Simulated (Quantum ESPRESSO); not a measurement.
Something may be wrong with this Quantum ESPRESSO 7.5 calculation of Sb.

Contents of pw.in:

```
&CONTROL
  calculation = 'scf'
  prefix = 'pwscf'
  outdir = './tmp'
  pseudo_dir = './pseudo'
  tprnfor = .true.
  tstress = .true.
  disk_io = 'nowf'
/
&SYSTEM
  ibrav = 0
  nat = 1
  ntyp = 1
  ecutwfc = 80
  nbnd = 16
  occupations = 'fixed'
  nspin = 2
  starting_magnetization(1) = 0.0333
  tot_magnetization = 60
/
&ELECTRONS
  conv_thr = 2d-10
  electron_maxstep = 75
  mixing_beta = 0.3
/
ATOMIC_SPECIES
Sb   121.7600 Sb.upf
CELL_PARAMETERS angstrom
   3.2219765189    0.0000000000    0.0000000000
   0.0000000000    3.2219765189    0.0000000000
   0.0000000000    0.0000000000    3.2219765189
ATOMIC_POSITIONS crystal
Sb     0.0000000000    0.0000000000    0.0000000000
K_POINTS automatic
7 7 7 0 0 0
```

Potentials or basis: PseudoDojo 0.4 FR PBE standard.

Command:

```console
$ OMP_NUM_THREADS=1 pw.x -in pw.in > pw.out
```

pw.out:

```text
This program is part of the open-source Quantum ESPRESSO suite
     for quantum simulation of materials; please cite
         "P. Giannozzi et al., J. Phys.:Condens. Matter 21 395502 (2009);
         "P. Giannozzi et al., J. Phys.:Condens. Matter 29 465901 (2017);
         "P. Giannozzi et al., J. Chem. Phys. 152 154105 (2020);
     in publications or presentations arising from this work. More details at

     Message from routine setup:
     the system is metallic, specify occupations
     Message from routine  set_nelup_neldw :
     BEWARE: non-integer number of up and down electrons!

 %%%%%%%%%%%%%%%%%%%%%%%%%%%%%%%%%%%%%%%%%%%%%%%%%%%%%%%%%%%%%%%%%%%%%%%%%%%%%%
     Error in routine setup (1):
     too few spin up bands
 %%%%%%%%%%%%%%%%%%%%%%%%%%%%%%%%%%%%%%%%%%%%%%%%%%%%%%%%%%%%%%%%%%%%%%%%%%%%%%

     stopping ...
```

Problem. Diagnose the run.

Solution. The input was rejected before any iteration. The input holds a flaw that was put in on purpose: total moment that the electrons cannot carry (spin = collinear; order = fm; soc = no; fixed_moment = 60).
